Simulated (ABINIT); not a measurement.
# BAs (F-43m) in ABINIT: further runs

Aim: see how the results for BAs move with the level of theory and the settings. Levels: PBE, HSE06. Tasks: single point.

Everything below comes from runs of ABINIT 10.8.3 (patched build). Logs are shortened: lines on timing, memory, paths and dates and some standing lists are left out, and cuts for length are marked. The log counts tension as positive stress, the text compression.

## 1. The crystal as given

The structure is cubic, space group F-43m (No. 216). The conventional cell has a = 4.777 Å, b = 4.777 Å, c = 4.777 Å, α = 90.00°, β = 90.00°, γ = 90.00°. Around As (site symmetry -43m) lie 4 B at 2.07 Å. Around B (site symmetry -43m) lie 4 As at 2.07 Å.

## 2. Single point, PBE

Contents of run.abi:

```
# Pseudopotentials
pp_dirpath "./"
pseudos "As_ONCV_PBE-1.2.upf, B_ONCV_PBE-1.2.upf"

# Structure
acell 3*1.0
rprim
     0.0000000000     4.5136108487     4.5136108487
     4.5136108487     0.0000000000     4.5136108487
     4.5136108487     4.5136108487     0.0000000000
ntypat 2
znucl 33 5
natom 2
typat 1 2
xred
     0.7500000000     0.7500000000     0.7500000000
     0.0000000000     0.0000000000     0.0000000000

# Plane-wave basis
ecut 18.0

# k points
kptopt 1
ngkpt 6 6 6
nshiftk 1
shiftk 0.0 0.0 0.0

# Exchange and correlation
ixc 11

# Bands and occupations
nband 6
occopt 1

# SCF cycle
nstep 100
tolvrs 1.0e-10
diemac 6.0

# Output
iomode 3
prtwf 0
prtden 0
prteig 0
prtebands 0
prtvol 2
```

Potentials or basis: SG15 NC PBE v1.2.

Command:

```sh
$ mpirun --bind-to none -np 8 abinit run.abi > log 2>&1
```

run.abo:

```text
.Version 10.8.3 of ABINIT
 Symmetries : space group F-4 3 m (#216); Bravais cF (face-center cubic)
================================================================================
 Values of the parameters that define the memory need of the present run
     intxc =       0    ionmov =       0      iscf =       7    lmnmax =       6
     lnmax =       6     mgfft =      27  mpssoang =       3    mqgrid =    3001
     natom =       2  nloc_mem =       1    nspden =       1   nspinor =       1
    nsppol =       1      nsym =      24    n1xccc =       0    ntypat =       2
    occopt =       1   xclevel =       2
       mpw =         682          nfft =       19683          nkpt =          16
================================================================================
================================================================================

--------------------------------------------------------------------------------
------------- Echo of variables that govern the present computation ------------
--------------------------------------------------------------------------------
 -outvars: echo values of preprocessed input variables --------
            acell      1.0000000000E+00  1.0000000000E+00  1.0000000000E+00 Bohr
              amu      7.49215900E+01  1.08110000E+01
           diemac      6.00000000E+00
             ecut      1.80000000E+01 Hartree
              ixc          11
         kptrlatt        6    0    0      0    6    0      0    0    6
          kptrlen      3.82992581E+01
            natom           2
            nband           6
            ngfft          27      27      27
             nkpt          16
            nstep         100
             nsym          24
           ntypat           2
           prtden           0
        prtebands           0
           prteig           0
           prtvol           2
            prtwf           0
            rprim      0.0000000000E+00  4.5136108487E+00  4.5136108487E+00
                       4.5136108487E+00  0.0000000000E+00  4.5136108487E+00
                       4.5136108487E+00  4.5136108487E+00  0.0000000000E+00
          spgroup         216
           tolvrs      1.00000000E-10
            typat      1  2
           xangst      3.5827499976E+00  3.5827499976E+00  3.5827499976E+00
                       0.0000000000E+00  0.0000000000E+00  0.0000000000E+00
            xcart      6.7704162730E+00  6.7704162730E+00  6.7704162730E+00
                       0.0000000000E+00  0.0000000000E+00  0.0000000000E+00
             xred      7.5000000000E-01  7.5000000000E-01  7.5000000000E-01
                       0.0000000000E+00  0.0000000000E+00  0.0000000000E+00
            znucl       33.00000    5.00000

================================================================================

 chkinp: Checking input parameters for consistency.

================================================================================
== DATASET  1 ==================================================================

--- !DatasetInfo
iteration_state: {dtset: 1, }
dimensions: {natom: 2, nkpt: 16, mband: 6, nsppol: 1, nspinor: 1, nspden: 1, mpw: 682, }
cutoff_energies: {ecut:  18.0, pawecutdg:  -1.0, }
electrons: {nelect:   8.00000000E+00, charge:   0.00000000E+00, occopt:   1.00000000E+00, tsmear:   1.00000000E-02, }
meta: {optdriver: 0, ionmov: 0, optcell: 0, iscf: 7, paral_kgb: 0, }
...

 Exchange-correlation functional for the present dataset will be:
  GGA: Perdew-Burke-Ernzerhof functional - ixc=11
  J.P.Perdew, K.Burke, M.Ernzerhof, PRL 77, 3865 (1996)

 Real(R)+Recip(G) space primitive vectors, cartesian coordinates (Bohr,Bohr^-1):
 R(1)=  0.0000000  4.5136108  4.5136108  G(1)= -0.1107761  0.1107761  0.1107761
 R(2)=  4.5136108  0.0000000  4.5136108  G(2)=  0.1107761 -0.1107761  0.1107761
 R(3)=  4.5136108  4.5136108  0.0000000  G(3)=  0.1107761  0.1107761 -0.1107761
 Unit cell volume ucvol=  1.8390873E+02 bohr^3
 Angles (23,13,12)=  6.00000000E+01  6.00000000E+01  6.00000000E+01 degrees

 getcut: wavevector=  0.0000  0.0000  0.0000  ngfft=  27  27  27
         ecut(hartree)=     18.000   => boxcut(ratio)=   2.13587

--- Pseudopotential description ------------------------------------------------
- pspini: atom type   1  psp file is ./As_ONCV_PBE-1.2.upf
12 -101130 2 -1 602                           pspcod,pspxc,lmax,lloc,mmax
     nproj     2     2     2

- pspini: atom type   2  psp file is ./B_ONCV_PBE-1.2.upf
12 -101130 1 -1 602                           pspcod,pspxc,lmax,lloc,mmax
[... 85 lines left out ...]
  3.11E-16 3.35E-16 9.14E-16 3.92E-16 1.38E-10 4.86E-08
   0.3333  0.3333  0.0000    1  3.24012E-15 kpt; spin; max resid(k); each band:
  1.17E-15 6.99E-16 1.52E-16 1.31E-16 3.24E-15 2.51E-15
   0.5000  0.3333  0.0000    1  5.53524E-15 kpt; spin; max resid(k); each band:
  5.80E-16 1.02E-15 2.11E-15 8.28E-17 3.49E-15 5.54E-15
  -0.3333  0.3333  0.0000    1  3.13297E-07 kpt; spin; max resid(k); each band:
  2.29E-16 1.23E-15 1.22E-15 1.50E-16 2.26E-15 3.13E-07
   0.5000  0.5000  0.0000    1  1.20689E-15 kpt; spin; max resid(k); each band:
  5.35E-16 1.21E-15 6.41E-17 9.82E-17 1.19E-15 8.93E-16
   0.5000  0.3333  0.1667    1  1.19014E-07 kpt; spin; max resid(k); each band:
  5.97E-16 9.43E-16 1.49E-15 1.27E-15 1.38E-12 1.19E-07
  -0.3333  0.3333  0.1667    1  5.63358E-12 kpt; spin; max resid(k); each band:
  1.84E-16 1.82E-15 9.32E-16 1.86E-15 3.61E-13 5.63E-12
  -0.3333  0.5000  0.1667    1  9.97759E-15 kpt; spin; max resid(k); each band:
  1.02E-16 6.91E-16 9.41E-16 3.00E-15 2.06E-15 9.98E-15
 reduced coordinates (array xred) for    2 atoms
       0.750000000000      0.750000000000      0.750000000000
       0.000000000000      0.000000000000      0.000000000000
 rms dE/dt=  0.0000E+00; max dE/dt=  0.0000E+00; dE/dt below (all hartree)
    1       0.000000000000      0.000000000000      0.000000000000
    2       0.000000000000      0.000000000000      0.000000000000

 cartesian coordinates (angstrom) at end:
    1      3.58274999759430     3.58274999759430     3.58274999759430
    2      0.00000000000000     0.00000000000000     0.00000000000000

 cartesian forces (hartree/bohr) at end:
    1     -0.00000000000000    -0.00000000000000    -0.00000000000000
    2     -0.00000000000000    -0.00000000000000    -0.00000000000000
 frms,max,avg= 0.0000000E+00 0.0000000E+00   0.000E+00  0.000E+00  0.000E+00 h/b

 cartesian forces (eV/Angstrom) at end:
    1     -0.00000000000000    -0.00000000000000    -0.00000000000000
    2     -0.00000000000000    -0.00000000000000    -0.00000000000000
 frms,max,avg= 0.0000000E+00 0.0000000E+00   0.000E+00  0.000E+00  0.000E+00 e/A
 length scales=  1.000000000000  1.000000000000  1.000000000000 bohr
              =  0.529177210544  0.529177210544  0.529177210544 angstroms
 Fermi (or HOMO) energy (hartree) =   0.28089   Average Vxc (hartree)=  -0.37276
 Eigenvalues (hartree) for nkpt=  16  k points:
 kpt#   1, nband=  6, wtk=  0.00463, kpt=  0.0000  0.0000  0.0000 (reduced coord)
  -0.28384    0.28089    0.28089    0.28089    0.40162    0.40162
 kpt#   2, nband=  6, wtk=  0.03704, kpt=  0.1667  0.0000  0.0000 (reduced coord)
  -0.26724    0.17254    0.25592    0.25592    0.40241    0.43418
 kpt#   3, nband=  6, wtk=  0.03704, kpt=  0.3333  0.0000  0.0000 (reduced coord)
  -0.22084    0.03393    0.22536    0.22536    0.38642    0.45893
 kpt#   4, nband=  6, wtk=  0.01852, kpt=  0.5000  0.0000  0.0000 (reduced coord)
  -0.17867   -0.04102    0.21418    0.21418    0.38015    0.45738
 kpt#   5, nband=  6, wtk=  0.02778, kpt=  0.1667  0.1667  0.0000 (reduced coord)
  -0.26164    0.19724    0.21817    0.21817    0.36373    0.48826
 kpt#   6, nband=  6, wtk=  0.11111, kpt=  0.3333  0.1667  0.0000 (reduced coord)
  -0.22458    0.08027    0.18448    0.18871    0.38170    0.47559
 kpt#   7, nband=  6, wtk=  0.11111, kpt=  0.5000  0.1667  0.0000 (reduced coord)
  -0.17249   -0.01978    0.14690    0.18600    0.39309    0.48513
 kpt#   8, nband=  6, wtk=  0.11111, kpt= -0.3333  0.1667  0.0000 (reduced coord)
  -0.18870    0.00701    0.13252    0.21008    0.41098    0.48929
 kpt#   9, nband=  6, wtk=  0.05556, kpt= -0.1667  0.1667  0.0000 (reduced coord)
  -0.24035    0.11442    0.16035    0.24825    0.42749    0.44897
 kpt#  10, nband=  6, wtk=  0.02778, kpt=  0.3333  0.3333  0.0000 (reduced coord)
  -0.19810    0.06315    0.15422    0.15422    0.32826    0.39678
 kpt#  11, nband=  6, wtk=  0.11111, kpt=  0.5000  0.3333  0.0000 (reduced coord)
  -0.15127   -0.00123    0.09743    0.14675    0.34892    0.42383
 kpt#  12, nband=  6, wtk=  0.05556, kpt= -0.3333  0.3333  0.0000 (reduced coord)
  -0.14399   -0.00706    0.05829    0.16907    0.37275    0.54747
 kpt#  13, nband=  6, wtk=  0.01389, kpt=  0.5000  0.5000  0.0000 (reduced coord)
  -0.13057   -0.03134    0.13142    0.13142    0.33408    0.33445
 kpt#  14, nband=  6, wtk=  0.11111, kpt=  0.5000  0.3333  0.1667 (reduced coord)
  -0.18126    0.03346    0.10234    0.16309    0.42019    0.47257
 kpt#  15, nband=  6, wtk=  0.11111, kpt= -0.3333  0.3333  0.1667 (reduced coord)
  -0.14370   -0.01385    0.08254    0.13934    0.44051    0.47433
 kpt#  16, nband=  6, wtk=  0.05556, kpt= -0.3333  0.5000  0.1667 (reduced coord)
  -0.12620   -0.01949    0.09216    0.09919    0.42025    0.42803
 Total charge density [el/Bohr^3]
)     Maximum=    1.1968E-01  at reduced coord.    0.9259    0.9259    0.9630
)Next maximum=    1.1968E-01  at reduced coord.    0.1852    0.9259    0.9630
)     Minimum=    4.5500E-03  at reduced coord.    0.2593    0.2593    0.2222
)Next minimum=    4.5500E-03  at reduced coord.    0.2593    0.2222    0.2593
   Integrated=    8.0000E+00

--- !EnergyTerms
iteration_state     : {dtset: 1, }
comment             : Components of total free energy in Hartree
kinetic             :  4.10124027222830E+00
hartree             :  6.27223159135391E-01
xc                  : -2.69371677571850E+00
Ewald energy        : -9.96670934051266E+00
psp_core            :  2.84392943805310E-01
local_psp           : -3.05913965279943E+00
non_local_psp       :  1.53141882959469E+00
total_energy        : -9.17529056426691E+00
total_energy_eV     : -2.49672375463372E+02
band_energy         :  3.20088435370613E-01
...

 Cartesian components of stress tensor (hartree/bohr^3)
  sigma(1 1)= -7.19422527E-05  sigma(3 2)=  0.00000000E+00
  sigma(2 2)= -7.19422527E-05  sigma(3 1)=  0.00000000E+00
  sigma(3 3)= -7.19422527E-05  sigma(2 1)=  0.00000000E+00

-Cartesian components of stress tensor (GPa)         [Pressure=  2.1166E+00 GPa]
- sigma(1 1)= -2.11661415E+00  sigma(3 2)=  0.00000000E+00
- sigma(2 2)= -2.11661415E+00  sigma(3 1)=  0.00000000E+00
- sigma(3 3)= -2.11661415E+00  sigma(2 1)=  0.00000000E+00

== END DATASET(S) ==============================================================
================================================================================

 -outvars: echo values of variables after computation  --------
            acell      1.0000000000E+00  1.0000000000E+00  1.0000000000E+00 Bohr
           etotal     -9.1752905643E+00
            fcart     -0.0000000000E+00 -0.0000000000E+00 -0.0000000000E+00
                      -0.0000000000E+00 -0.0000000000E+00 -0.0000000000E+00
            rprim      0.0000000000E+00  4.5136108487E+00  4.5136108487E+00
                       4.5136108487E+00  0.0000000000E+00  4.5136108487E+00
                       4.5136108487E+00  4.5136108487E+00  0.0000000000E+00
           strten     -7.1942252653E-05 -7.1942252653E-05 -7.1942252653E-05
                       0.0000000000E+00  0.0000000000E+00  0.0000000000E+00
           xangst      3.5827499976E+00  3.5827499976E+00  3.5827499976E+00
                       0.0000000000E+00  0.0000000000E+00  0.0000000000E+00
             xred      7.5000000000E-01  7.5000000000E-01  7.5000000000E-01
                       0.0000000000E+00  0.0000000000E+00  0.0000000000E+00
 Calculation completed.
```

It took 1.5 s on 8 MPI ranks of Arm Neoverse N1, shared host; peak memory 0.48 GiB.

Results:

| Property | Result |
| --- | --- |
| Free energy | -249.6724 eV |
| Pressure | 2.1 GPa |
| Band gap on the k mesh | 1.29 eV, indirect (least direct gap 3.29 eV) |
| Valence electrons inside the program's atomic spheres | As 2.51; B 2.52 |

Levels at points of the mesh, in eV from the valence-band top:
```
           k point  band 1  band 2  band 3  band 4  band 5  band 6
(0.00, 0.00, 0.00)  -15.37    0.00    0.00    0.00    3.29    3.29
(0.50, 0.00, 0.00)  -12.51   -8.76   -1.82   -1.82    2.70    4.80
(0.50, 0.50, 0.00)  -11.20   -8.50   -4.07   -4.07    1.45    1.46
```

A k mesh can miss the band edges. Expect the measured gap to be larger: semilocal functionals such as PBE lack the derivative discontinuity.

## 3. Single point, HSE06

Changes to run.abi since step 2:

```diff
@@ -28,3 +28,3 @@
 # Exchange and correlation
-ixc 11
+ixc -428
 
@@ -35,5 +35,5 @@
 # SCF cycle
-nstep 100
-tolvrs 1.0e-10
+nstep 60
 diemac 6.0
+toldfe 1.0e-7
```

Potentials or basis: SG15 NC PBE v1.2.

Command:

```sh
$ mpirun --bind-to none -np 8 abinit run.abi > log 2>&1
```

run.abo:

```text
.Version 10.8.3 of ABINIT
 Symmetries : space group F-4 3 m (#216); Bravais cF (face-center cubic)
================================================================================
 Values of the parameters that define the memory need of the present run
     intxc =       0    ionmov =       0      iscf =       7    lmnmax =       6
     lnmax =       6     mgfft =      27  mpssoang =       3    mqgrid =    3001
     natom =       2  nloc_mem =       1    nspden =       1   nspinor =       1
    nsppol =       1      nsym =      24    n1xccc =       0    ntypat =       2
    occopt =       1   xclevel =       2
       mpw =         692          nfft =       19683          nkpt =          16
================================================================================
================================================================================

--------------------------------------------------------------------------------
------------- Echo of variables that govern the present computation ------------
[... 268 lines left out ...]
- sigma(3 3)= -1.48759963E-01  sigma(2 1)=  0.00000000E+00

== END DATASET(S) ==============================================================
================================================================================

 -outvars: echo values of variables after computation  --------
            acell      1.0000000000E+00  1.0000000000E+00  1.0000000000E+00 Bohr
           etotal     -9.1755024726E+00
            fcart     -0.0000000000E+00 -0.0000000000E+00 -0.0000000000E+00
                      -0.0000000000E+00 -0.0000000000E+00 -0.0000000000E+00
            rprim      0.0000000000E+00  4.5136108487E+00  4.5136108487E+00
                       4.5136108487E+00  0.0000000000E+00  4.5136108487E+00
                       4.5136108487E+00  4.5136108487E+00  0.0000000000E+00
           strten     -5.0562483797E-06 -5.0562483797E-06 -5.0562483797E-06
                       0.0000000000E+00  0.0000000000E+00  0.0000000000E+00
           xangst      3.5827499976E+00  3.5827499976E+00  3.5827499976E+00
                       0.0000000000E+00  0.0000000000E+00  0.0000000000E+00
             xred      7.5000000000E-01  7.5000000000E-01  7.5000000000E-01
                       0.0000000000E+00  0.0000000000E+00  0.0000000000E+00
 Calculation completed.
```

It took 4.6 min on 8 MPI ranks of Arm Neoverse N1, shared host; peak memory 0.56 GiB.

What came out:

```
Free energy                                           : -249.6781 eV
Pressure                                              : 0.1 GPa
Band gap on the k mesh                                : 1.95 eV, indirect (least direct gap 4.11 eV)
Valence electrons inside the program's atomic spheres : As 2.51; B 2.52
```

Levels at points of the mesh, in eV from the valence-band top:
| k point | band 1 | band 2 | band 3 | band 4 | band 5 | band 6 |
| --- | --- | --- | --- | --- | --- | --- |
| (0.00, 0.00, 0.00) | -16.94 | 0.00 | 0.00 | 0.00 | 4.11 | 4.11 |
| (0.50, 0.00, 0.00) | -13.78 | -9.67 | -1.98 | -1.98 | 3.50 | 5.72 |
| (0.50, 0.50, 0.00) | -12.29 | -9.46 | -4.45 | -4.45 | 2.12 | 2.13 |

Caveat: Libxc's HSE differs a little from that of other programs; the potentials were made for another functional, which shifts forces and pressure. A k mesh can miss the band edges.
